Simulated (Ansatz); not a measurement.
Theory: DFT PBE, scalar-relativistic, plane waves, PAW (Ansatz 0.2.0). Settings: cutoff 420 eV, Γ-centred meshes spaced at most about 0.3 Å⁻¹, and about 0.25 Å⁻¹ or finer for metals (2π included), Gaussian smearing. No spin polarisation in the final relaxations.

Temperature and zero-point effects are left out. All come from trial cells, and lower structures may exist.

**Question.** These unrelaxed guesses for Se are each relaxed within their symmetry. Order them by the energy at which they end, lowest first.
A.

```xyz
1
Lattice="3.5345 0.0000 0.0000 0.0000 3.5345 0.0000 0.0000 0.0000 2.5651" Properties=species:S:1:pos:R:3 pbc="T T T"
Se    0.0000    0.0000    0.0000
```

B.

```xyz
1
Lattice="2.3979 0.0000 0.0000 0.0000 2.3979 0.0000 0.0000 0.0000 4.6965" Properties=species:S:1:pos:R:3 pbc="T T T"
Se    0.0000    0.0000    0.0000
```

**Answer.** A (ends in Pm-3m, simple cubic type, 0 meV/atom), B (ends in P4/mmm, 28 meV/atom).

No dispersion correction is applied, so the spacing and binding between layers, chains or molecules are poorly described (P4/mmm), and this can change margins and order among such cells. Cells relaxed within their symmetry can be saddle points. The part of the Crystallography Open Database at hand lists Se in space groups No. 14, 148, 152, 154, 166 and others; no cell shown has one of them. Some types were kept out of the candidates beforehand, so the set may lack a known form.
